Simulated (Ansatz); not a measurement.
The system is Au.

```
Au
1.0
     0.00000    2.03500    2.03500
     2.03500    0.00000    2.03500
     2.03500    2.03500    0.00000
Au
1
Direct
  0.00000 0.00000 0.00000
```

Base run:

| Quantity | Value |
| --- | --- |
| Program | Ansatz 0.2.0 |
| Functional | LDA |
| Potentials or basis | all-electron LAPW, scalar-relativistic |
| Cutoff | 249 eV |
| Density cutoff | 997 eV |
| Basis error allowed | 0.001 eV/atom |
| k mesh | 11 × 11 × 11 |
| Occupations | fermi-dirac, width 0.05 eV |
| Spin | no spin polarisation |

Its results: pressure -3.1 GPa.

**Question.** The run is repeated on the same cell with these changes: functional from LDA to PBEsol. What comes out?

**Answer.** Pressure 1.7 GPa.

PBEsol binds less tightly than LDA, so the same cell stands under more pressure.

Not every run made on this cell is shown here.
